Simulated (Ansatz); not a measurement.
# Sn: element swaps in one structure

One table from this session's results is given with a row withheld; the runs are named, their logs left out.

Program: Ansatz 0.2.0. Level of theory: DFT r2SCAN, scalar-relativistic, plane waves, PAW. These are calculated values, not measurements.

1 further run of the same task is left out (set aside as unsound or not needed).

### Starting point

It takes space group Fd-3m (No. 227, cubic). Conventional cell: a = 6.565 Å, b = 6.565 Å, c = 6.565 Å, α = 90.00°, β = 90.00°, γ = 90.00°. Sn (site symmetry -43m) is surrounded by 4 Sn at 2.84 Å.

As a file:

```
Sn
1.0
     0.00000    3.28227    3.28227
     3.28227    0.00000    3.28227
     3.28227    3.28227    0.00000
Sn
2
Direct
  0.00000 0.00000 0.00000
  0.25000 0.25000 0.25000
```

It goes back to an entry of the Materials Project.

This cell was relaxed beforehand with the same method: volume 35.36 Å³/atom, gap on the mesh none (metal).

Set-up of the first run:

The input, input.yaml:

```yaml
crystal:
  lattice:
    - [0.0, 3.3938728618, 3.3938728618]
    - [3.3938728618, 0.0, 3.3938728618]
    - [3.3938728618, 3.3938728618, 0.0]
  atoms:
    - { symbol: Pb, position: [0.0, 0.0, 0.0] }
    - { symbol: Pb, position: [0.25, 0.25, 0.25] }
basis:
  ecutwfc: 500
kpoints:
  mp_grid: { grid: [6, 6, 6] }
hamiltonian:
  xc: r2scan
scf:
  occupations: { method: gaussian, width: 0.1 }
output:
  forces: true
  stress: true
  eigenvalues: true
```

Run with:

```console
ansatz run input.yaml --threads 1 --pin off --max-ram 2560MiB --backend cpu --events-out ev --progress --plain --runs-dir out
```

Among the steps run: A first look at the start (Pb); Relaxing cell and atoms (Pb); Probe: one point at the start (C); Coarse relaxation (C); Full relaxation (C); The gap over the whole zone (C).

One of the session's tables, all rows but one given; the rest of the session is left out.

Lengths are those of the vectors of the cell that was run:

```
   swap  volume (Å³/atom)  a (Å)  b (Å)  c (Å)
   none             35.36  4.642  4.642  4.642
Sn → Ge                 ?      ?      ?      ?
Sn → Ru             19.83  3.828  3.828  3.828
Sn → Pb             42.09  4.919  4.919  4.919
 Sn → C              5.64  2.517  2.517  2.517
```

Q: Estimate the row for Sn → Ge from the others.

**Answer.** volume (Å³/atom): 22.83; a (Å): 4.012; b (Å): 4.012; c (Å): 4.012. In the column «volume (Å³/atom)» it lies between Sn → Ru (19.83) and none (35.36).

Lengths are those of the computed cell. Rows of earlier swaps come from the sessions before.
